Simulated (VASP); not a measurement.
# Te2Pt (Moncheite) (P-3m1) in VASP: a series of runs

Aim: see how the results for Te2Pt (Moncheite) move with the level of theory and the settings. Levels: PBE, PBE+D3(BJ). Tasks: relaxation of cell and atoms.

Program: VASP 6.6.1. These are calculated values, not measurements. Logs are shortened: lines on timing, memory, paths and dates and some standing lists are left out, and cuts for length are marked.

### Step 1. The structure

Symmetry: P-3m1, No. 164, trigonal system. Conventional cell: a = 4.010 Å, b = 4.010 Å, c = 5.201 Å, α = 90.00°, β = 90.00°, γ = 120.00°. Te (site symmetry 3m) has 3 Pt at 2.66 Å as nearest neighbours. Pt (site symmetry -3m) is surrounded by 6 Te at 2.66 Å.

### Step 2. Relaxation of cell and atoms, PBE

Contents of INCAR:

```
PREC = Accurate ; ENCUT = 600
EDIFF = 1E-6 ; ISMEAR = 1
SIGMA = 0.1 ; LREAL = F
LASPH = T ; NELM = 80
ALGO = Normal ; ISIF = 3
LWAVE = F ; LCHARG = F
GGA = PE ; IBRION = 2
NSW = 90 ; EDIFFG = -0.01
```

Contents of KPOINTS:

```
Automatic mesh
0
Gamma
  12 12 7
```

Contents of POSCAR:

```
Te2Pt
1.0
    4.0100000000      0.0000000000      0.0000000000
   -2.0050000000      3.4727618692      0.0000000000
    0.0000000000      0.0000000000      5.2010000000
Te Pt
2 1
Direct
    0.3333333333      0.6666666667      0.2500000000
    0.6666666667      0.3333333333      0.7500000000
    0.0000000000      0.0000000000      0.0000000000
```

Potentials or basis: VASP PAW PBE potentials, release 64 (Te, Pt).

Command:

```console
$ cat potpaw_PBE.64/Te/POTCAR potpaw_PBE.64/Pt/POTCAR > POTCAR
$ mpirun -np 1 vasp_std > vasp.out
```

OUTCAR:

```text
PREC = Accurate
   ENCUT = 600
   EDIFF = 1E-6
   ISMEAR = 1
   LREAL = F
   LASPH = T
   NELM = 80
   ISIF = 3
   GGA = PE
   IBRION = 2
   NSW = 90
   EDIFFG = -0.01

 ion  position               nearest neighbor table
   1  0.333  0.667  0.250-   3 2.66   3 2.66   3 2.66   2 3.48   2 3.48   2 3.48   2 3.48   2 3.48
                             2 3.48
   2  0.667  0.333  0.750-   3 2.66   3 2.66   3 2.66   1 3.48   1 3.48   1 3.48   1 3.48   1 3.48
                             1 3.48
   3  0.000  0.000  0.000-   1 2.66   2 2.66   2 2.66   1 2.66   2 2.66   1 2.66

  LATTYP: Found a hexagonal cell.
 ALAT       =     4.0100000000
 C/A-ratio  =     1.2970074813

  Lattice vectors:

 A1 = (   4.0100000000,   0.0000000000,   0.0000000000)
 A2 = (  -2.0050000000,   3.4727618692,   0.0000000000)
 A3 = (   0.0000000000,   0.0000000000,   5.2010000000)

Analysis of symmetry for initial positions (statically):
=====================================================================
 Subroutine PRICEL returns:
 Original cell was already a primitive cell.

 Routine SETGRP: Setting up the symmetry group for a
 hexagonal supercell.

 Subroutine GETGRP returns: Found 12 space group operations
 (whereof 12 operations were pure point group operations)
 out of a pool of 24 trial point group operations.

The static configuration has the point symmetry D_3d.

Analysis of symmetry for dynamics (positions and initial velocities):
=====================================================================
 Subroutine PRICEL returns:
 Original cell was already a primitive cell.

 Routine SETGRP: Setting up the symmetry group for a
 hexagonal supercell.

 Subroutine GETGRP returns: Found 12 space group operations
 (whereof 12 operations were pure point group operations)
 out of a pool of 24 trial point group operations.

The dynamic configuration has the point symmetry D_3d.

 Subroutine INISYM returns: Found 12 space group operations
 (whereof 12 operations are pure point group operations),
 and found     1 'primitive' translations

----------------------------------------------------------------------------------------

                                     Primitive cell

  volume of cell :      72.4280

  direct lattice vectors                    reciprocal lattice vectors
     4.010000000  0.000000000  0.000000000     0.249376559  0.143977623  0.000000000
    -2.005000000  3.472761869  0.000000000     0.000000000  0.287955246  0.000000000
     0.000000000  0.000000000  5.201000000     0.000000000  0.000000000  0.192270717

  length of vectors
     4.010000000  4.010000000  5.201000000     0.287955246  0.287955246  0.192270717

  position of ions in fractional coordinates (direct lattice)
     0.333333333  0.666666667  0.250000000
     0.666666667  0.333333333  0.750000000
     0.000000000  0.000000000  0.000000000

  ion indices of the primitive-cell ions
   primitive index   ion index
                 1           1
                 2           2
                 3           3

----------------------------------------------------------------------------------------

 KPOINTS: Automatic mesh

Automatic generation of k-mesh.
 Grid dimensions read from file:
 generate k-points for:   12   12    7

 Generating k-lattice:

  Cartesian coordinates                     Fractional coordinates (reciprocal lattice)
     0.020781380  0.011998135  0.000000000     0.083333333  0.000000000  0.000000000
     0.000000000  0.023996271  0.000000000     0.000000000  0.083333333  0.000000000
     0.000000000  0.000000000  0.027467245     0.000000000  0.000000000  0.142857143

  Length of vectors
     0.023996271  0.023996271  0.027467245

  Shift w.r.t. Gamma in fractional coordinates (k-lattice)
     0.000000000  0.000000000  0.000000000

 Subroutine IBZKPT returns following result:
 ===========================================

 Found    112 irreducible k-points:

 Following reciprocal coordinates:
            Coordinates               Weight
  0.000000  0.000000  0.000000      1.000000
  0.083333  0.000000  0.000000      6.000000
  0.166667  0.000000  0.000000      6.000000
  0.250000  0.000000  0.000000      6.000000
  0.333333  0.000000  0.000000      6.000000
  0.416667  0.000000  0.000000      6.000000
[... 16 lines left out ...]
  0.166667  0.000000  0.142857      6.000000
  0.000000  0.166667  0.142857      6.000000
 [... further k-points ...]
   k-points           NKPTS =    112   k-points in BZ     NKDIM =    112   number of bands    NBANDS=     15
   number of dos      NEDOS =    301   number of ions     NIONS =      3
   total plane-waves  NPLWV =  43008
   dimension x,y,z NGX =    32 NGY =   32 NGZ =   42
   dimension x,y,z NGXF=    64 NGYF=   64 NGZF=   84
   ions per type =               2   1
   NGX,Y,Z   is equivalent  to a cutoff of  13.27, 13.27, 13.42 a.u.
   NGXF,Y,Z  is equivalent  to a cutoff of  26.53, 26.53, 26.85 a.u.
 SYSTEM =  unknown system
   PREC   = accura    normal or accurate (medium, high low for compatibility)
   ISTART =      0    job   : 0-new  1-cont  2-samecut
   ICHARG =      2    charge: 1-file 2-atom 10-const
   ISPIN  =      1    spin polarized calculation?
   LNONCOLLINEAR =      F non collinear calculations
   LSORBIT =      F    spin-orbit coupling
   LASPH  =      T    aspherical Exc in radial PAW
   ENCUT  =  600.0 eV  44.10 Ry    6.64 a.u.   8.01  8.01 10.39*2*pi/ulx,y,z
   NELM   =     80;   NELMIN=  2; NELMDL= -5     # of ELM steps
   EDIFF  = 0.1E-05   stopping-criterion for ELM
   LREAL  =      F    real-space projection
   EDIFFG = -.1E-01   stopping-criterion for IOM
   NSW    =     90    number of steps for IOM
   IBRION =      2    ionic relax: 0-MD 1-quasi-New 2-CG
   NFREE  =      1    steps in history (QN), initial steepest desc. (CG)
   ISIF   =      3    stress and relaxation
   ISYM   =      2    0-nonsym 1-usesym 2-fastsym
   POTIM  = 0.5000    time-step for ionic-motion
   TEBEG  =    0.0;   TEEND  =   0.0 temperature during run
   PSTRESS=    0.0 pullay stress
   NELECT =      22.0000    total number of electrons
   NUPDOWN=      -1.0000    fix difference up-down
   EMIN   =  10.00;   EMAX   =-10.00  energy-range for DOS
   EFERMI =   0.00;   METHOD = LEGACY
   ISMEAR =     1;   SIGMA  =   0.10  broadening in eV -4-tet -1-fermi 0-gaus
   EFERMI_NEDOS =   21; number of points for ismear=-14 and -15
   IALGO  =     38    algorithm
   IMIX   =      4    mixing-type and parameters
     AMIX     =   0.40;   BMIX     =  1.00
     AMIX_MAG =   1.60;   BMIX_MAG =  1.00
  volume/ion in A,a.u.               =      24.14       162.92
  Fermi-wavevector in a.u.,A,eV,Ry     =   1.100475  2.079597 16.477281  1.211046
  Thomas-Fermi vector in A             =   2.236887
   LORBIT       =      0    0 simple, 1 ext, 2 COOP (PROOUT), +10 PAW based schemes
   GGA     = PE    functional components
   LHFCALC =     F    Hartree Fock is set to
   AEXX    =    0.0000 exact exchange contribution
   IVDW    =     0    specifies the selected vdW correction
   LEPSILON=     F    determine dielectric tensor
   LRPA    =     F    only Hartree local field effects (RPA)
 conjugate gradient relaxation of ions
 non-spin polarized calculation
 Methfessel and Paxton  Order N= 1 SIGMA  =   0.10
  energy-cutoff  :      600.00
  volume of cell :       72.43
 maximum number of plane-waves:      2442
   NGX = 17   NGY = 17   NGZ = 21

--------------------------------------- Ionic step        1  -------------------------------------------

 number of electron      22.0000001 magnetization

 Free energy of the ion-electron system (eV)
  ---------------------------------------------------
  ext. energy  EPLUGINS =         0.00000000
  ---------------------------------------------------
  free energy    TOTEN  =       -13.42648057 eV

  energy without entropy =      -13.42669373  energy(sigma->0) =      -13.42655162

------------------------ aborting loop because EDIFF is reached ----------------------------------------

  FORCE on cell =-STRESS in cart. coord.  units (eV):
  Direction    XX          YY          ZZ          XY          YZ          ZX
  --------------------------------------------------------------------------------------
  -------------------------------------------------------------------------------------
  Total        4.0513401      4.0513401      3.2960803      0.0000000      0.0000000      0.0000000
  in kB       89.6196115     89.6196115     72.9125252      0.0000000      0.0000000      0.0000000
  external PRESSURE =      84.0505828 kB  Pullay stress =       0.0000000 kB
[... 24 lines left out ...]
--------------------------------------- Ionic step        2  -------------------------------------------

 number of electron      21.9999998 magnetization

 E-fermi :   6.3225     XC(G=0):  -9.7551

 val. band max:        6.3191412173   @ k =   0.4167   0.1667   0.0000
 cond. band min:       6.3564116685   @ k =   0.0000   0.0833   0.2857
 fundamental gap:      0.0372704513
 Fermi energy:         6.3224759991

 k-point     1 :       0.0000    0.0000    0.0000
  band No.  band energies     occupation
      1      -6.3846      2.00000
      2      -3.9425      2.00000
      3       0.8704      2.00000
      4       1.7564      2.00000
      5       1.7564      2.00000
      6       3.4360      2.00000
      7       3.4360      2.00000
      8       4.2131      2.00000
      9       5.9328      2.00000
     10       5.9328      2.00000
     11       7.1590     -0.00000
     12       7.1590     -0.00000
     13       7.5000     -0.00000
     14       9.4720      0.00000
[... 482 lines left out ...]
  FREE ENERGIE OF THE ION-ELECTRON SYSTEM (eV)
  ---------------------------------------------------
  free  energy   TOTEN  =       -13.5677465202 eV

  energy  without entropy=      -13.5681668236  energy(sigma->0) =      -13.56788662

[... ionic steps 4 to 7 ...]

--------------------------------------- Ionic step        8  -------------------------------------------

 number of electron      21.9999997 magnetization

------------------------ aborting loop because EDIFF is reached ----------------------------------------
[... 69 lines left out ...]
--------------------------------------- Ionic step       10  -------------------------------------------

 number of electron      21.9999997 magnetization

 Free energy of the ion-electron system (eV)
  ---------------------------------------------------
  ext. energy  EPLUGINS =         0.00000000
  ---------------------------------------------------
  free energy    TOTEN  =       -13.57010078 eV

  energy without entropy =      -13.57049047  energy(sigma->0) =      -13.57023068

 E-fermi :   7.9574     XC(G=0): -10.2693

 val. band max:        7.9526619074   @ k =   0.0000   0.3333   0.2857
 cond. band min:       8.0404191708   @ k =  -0.0833   0.2500   0.1429
 fundamental gap:      0.0877572634
 Fermi energy:         7.9574121051

 k-point     1 :       0.0000    0.0000    0.0000
  band No.  band energies     occupation
      1      -5.7059      2.00000
      2      -2.6526      2.00000
      3       1.5638      2.00000
      4       2.4881      2.00000
      5       2.4881      2.00000
      6       4.3716      2.00000
      7       4.3716      2.00000
      8       5.3984      2.00000
      9       7.4722      2.00000
     10       7.4722      2.00000
     11       8.9955     -0.00000
     12       8.9955     -0.00000
     13       9.2824     -0.00000
     14      10.8200      0.00000
[... 445 lines left out ...]
  FREE ENERGIE OF THE ION-ELECTRON SYSTEM (eV)
  ---------------------------------------------------
  free  energy   TOTEN  =       -13.5701007777 eV

  energy  without entropy=      -13.5704904736  energy(sigma->0) =      -13.57023068

 reached required accuracy - stopping structural energy minimisation
```

It took 6.1 min on 1 thread of Intel Xeon 6975P-C (Granite Rapids), shared host; peak memory 0.3 GiB.

What came out:

```yaml
Free_energy: -13.5701 eV
Relaxed_volume: 25.77 Å³/atom
Relaxed_cell: a = 4.088 Å, b = 4.088 Å, c = 5.342 Å, α = 90.00°, β = 90.00°, γ = 120.00°
Space_group_after_relaxing_to_0.05_Å: P-3m1 (No. 164)
Energy_gained_by_relaxing: 47.9 meV/atom
Ionic_steps: 10
Pressure_after_relaxing: 0.0 GPa
Largest_force_after_relaxing: 0.007 eV/Å
Band_gap_on_the_k_mesh: none (metal or under the smearing width)
```

Forces on the atoms (eV/Å):
```
Te   0.000  0.000 -0.007
Te   0.000  0.000  0.007
Pt   0.000  0.000  0.000
```

The path:
```csv
step,energy change (eV),largest force (eV/Å),pressure (GPa),volume (Å³)
1,0.0000,1.0294,8.41,72.43
2,0.1741,0.9438,-8.62,86.53
3,-0.1413,0.0521,-0.31,77.57
4,-0.1414,0.0772,-0.10,77.41
5,-0.1414,0.0929,0.06,77.31
6,-0.1430,0.0515,0.10,77.26
7,-0.1436,0.0073,0.13,77.21
8,-0.1436,0.0042,0.12,77.21
9,-0.1435,0.0268,-0.13,77.44
10,-0.1436,0.0074,0.00,77.30
```

Final structure:
```yaml
crystal:
  lattice:
    - [4.08764, 0.00000, 0.00000]
    - [-2.04382, 3.54000, 0.00000]
    - [0.00000, 0.00000, 5.34167]
  atoms:
    - { symbol: Te, position: [0.33333, 0.66667, 0.25514] }
    - { symbol: Te, position: [0.66667, 0.33333, 0.74486] }
    - { symbol: Pt, position: [0.00000, 0.00000, 0.00000] }
```

Levels at points of the mesh, in eV from the Fermi level:
```tsv
k point	band 9	band 10	band 11	band 12	band 13	band 14
(0.00, 0.00, 0.00)	-0.49	-0.49	1.04	1.04	1.32	2.86
(0.50, 0.00, 0.00)	-3.25	-3.20	-2.78	0.18	2.35	3.71
```

Spin-orbit coupling is left out, which matters for the levels of Pt, Te. PBE usually gives volumes a little too large and moduli too small.

### Step 3. Relaxation of cell and atoms, PBE

This run uses another cell than the first one, of 25.77 Å³/atom, 1.067 times its volume.

Contents of INCAR:

```
PREC = Accurate ; ENCUT = 600
EDIFF = 1E-7 ; ISMEAR = 1
SIGMA = 0.1 ; LREAL = F
LASPH = T ; NELM = 80
ALGO = Normal ; ISIF = 3
LWAVE = F ; LCHARG = F
GGA = PE ; IBRION = 2
NSW = 90 ; EDIFFG = -0.005
```

KPOINTS is that of step 2.

Contents of POSCAR:

```
Te2Pt                                   
1.0
    4.0876354821     -0.0000000000     -0.0000000000
   -2.0438177411      3.5399961690      0.0000000000
    0.0000000000     -0.0000000000      5.3416703974
  Te              Pt            
     2     1
Direct
     0.3333333332999970    0.6666666667000030    0.2551419246562696
     0.6666666667000030    0.3333333332999970    0.7448580753437304
     1.0000000000000000    1.0000000000000000    0.0000000000000000
```

Potentials or basis: VASP PAW PBE potentials, release 64 (Te, Pt).

Command:

```console
$ cat potpaw_PBE.64/Te/POTCAR potpaw_PBE.64/Pt/POTCAR > POTCAR
$ mpirun -np 1 vasp_std > vasp.out
```

It took 6.8 min on 1 thread of Intel Xeon 6975P-C (Granite Rapids), shared host; peak memory 0.35 GiB.

It converged, with:

```
Free energy                            : -13.5706 eV
Relaxed volume                         : 25.84 Å³/atom
Relaxed cell                           : a = 4.087 Å, b = 4.087 Å, c = 5.358 Å, α = 90.00°, β = 90.00°, γ = 120.00°
Space group after relaxing (to 0.05 Å) : P-3m1 (No. 164)
Energy gained by relaxing              : 0.0 meV/atom
Ionic steps                            : 8
Pressure after relaxing                : 0.0 GPa
Band gap on the k mesh                 : none (metal or under the smearing width)
```

Forces in eV/Å, atoms in the order of the input:
```
Te   0.000  0.000  0.003
Te   0.000  0.000 -0.003
Pt   0.000  0.000  0.000
```

Final structure:
```
Te Pt
1.0
     4.08713    0.00000    0.00000
    -2.04357    3.53956    0.00000
     0.00000    0.00000    5.35781
Te Pt
2 1
Direct
  0.33333 0.66667 0.25435
  0.66667 0.33333 0.74565
  0.00000 0.00000 0.00000
```

Levels at points of the mesh, in eV from the Fermi level:
```csv
k point,band 9,band 10,band 11,band 12,band 13,band 14
"(0.00, 0.00, 0.00)",-0.49,-0.49,1.05,1.05,1.30,2.88
"(0.50, 0.00, 0.00)",-3.26,-3.19,-2.78,0.18,2.33,3.69
```

Spin-orbit coupling is left out, which matters for the levels of Pt, Te.

### Step 4. Relaxation of cell and atoms, PBE+D3(BJ)

Contents of INCAR:

```
PREC     = Accurate       # precision mode
ENCUT    = 600            # plane-wave cutoff, eV
EDIFF    = 1E-6           # SCF threshold, eV
ISMEAR   = 1              # smearing method
SIGMA    = 0.1            # smearing width, eV
LREAL    = False          # projectors in reciprocal space
LASPH    = True           # aspherical terms in the spheres
NELM     = 80             # most SCF steps
ALGO     = Normal         # electronic algorithm
ISIF     = 3              # what is computed and relaxed
LWAVE    = False          # write WAVECAR
LCHARG   = False          # write CHGCAR
GGA      = PE             # functional
IVDW     = 12             # dispersion correction
IBRION   = 2              # ionic algorithm
NSW      = 90             # ionic steps
EDIFFG   = -0.01          # ionic threshold
KPAR     = 2
```

Contents of KPOINTS:

```
regular mesh
0
Gamma
  12 12 7
```

Contents of POSCAR:

```
Te2Pt
1.0
    4.0100000000      0.0000000000      0.0000000000
   -2.0050000000      3.4727618692      0.0000000000
    0.0000000000      0.0000000000      5.2010000000
Te Pt
2 1
Direct
    0.3333333333      0.6666666667      0.2500000000
    0.6666666667      0.3333333333      0.7500000000
    0.0000000000      0.0000000000      0.0000000000
```

Command:

```console
$ cat potpaw_PBE.64/Te/POTCAR potpaw_PBE.64/Pt/POTCAR > POTCAR
$ mpirun -np 2 vasp_std > vasp.out
```

Run time: 6.1 min. Hardware: 2 MPI ranks of Intel Xeon Platinum 8488C (Sapphire Rapids), shared host; peak memory 0.34 GiB.

Results (log left out):

```yaml
Free_energy: -15.2189 eV
Relaxed_volume: 24.04 Å³/atom
Relaxed_cell: a = 4.052 Å, b = 4.052 Å, c = 5.073 Å, α = 90.00°, β = 90.00°, γ = 120.00°
Space_group_after_relaxing_to_0.05_Å: P-3m1 (No. 164)
Energy_gained_by_relaxing: 33.0 meV/atom
Ionic_steps: 17
Pressure_after_relaxing: 0.0 GPa
Largest_force_after_relaxing: 0.005 eV/Å
Band_gap_on_the_k_mesh: none (metal or under the smearing width)
Dispersion_energy_per_atom: -0.568 eV
```

Forces on the atoms (eV/Å):
```
Te   0.000  0.000 -0.005
Te   0.000  0.000  0.005
Pt   0.000  0.000  0.000
```

Stress tensor (GPa, compression positive):
```
-0.01  0.00  0.00
 0.00 -0.01  0.00
 0.00  0.00  0.06
```

The path:
```
step  energy change (eV)  largest force (eV/Å)  pressure (GPa)  volume (Å³)
   1              0.0000                1.0590            4.61        72.43
   2              0.0679                0.4419           -7.10        79.95
   3             -0.0612                0.3603           -0.93        75.32
   4             -0.0612                0.3729           -0.82        75.26
   5             -0.0768                0.2706           -0.58        74.46
   6             -0.0934                0.0018            0.34        72.36
   7             -0.0961                0.1564           -0.75        72.56
   8             -0.0965                0.1151           -0.48        72.51
   9             -0.0982                0.0146            0.48        71.65
  10             -0.0986                0.0442            0.24        71.91
  11             -0.0986                0.0467            0.18        71.93
  12             -0.0989                0.0410           -0.13        72.16
  13             -0.0990                0.0422           -0.10        72.13
  14             -0.0990                0.0093            0.12        72.05
  15             -0.0991                0.0066            0.05        72.08
  16             -0.0991                0.0082            0.04        72.08
  17             -0.0991                0.0053            0.01        72.13
```

Final structure:
```
Te Pt
1.0
     4.05189    0.00000    0.00000
    -2.02595    3.50904    0.00000
     0.00000    0.00000    5.07317
Te Pt
2 1
Direct
  0.33333 0.66667 0.26786
  0.66667 0.33333 0.73214
  0.00000 0.00000 0.00000
```

Levels at points of the mesh, in eV from the Fermi level:
| k point | band 9 | band 10 | band 11 | band 12 | band 13 | band 14 |
| --- | --- | --- | --- | --- | --- | --- |
| (0.00, 0.00, 0.00) | -0.49 | -0.49 | 0.75 | 0.75 | 1.61 | 2.59 |
| (0.50, 0.00, 0.00) | -3.35 | -3.22 | -2.87 | 0.08 | 2.68 | 3.98 |

Caveat: pairwise dispersion overbinds metals, which lowers pressure and volume. Spin-orbit coupling is left out, which matters for the levels of Pt, Te.
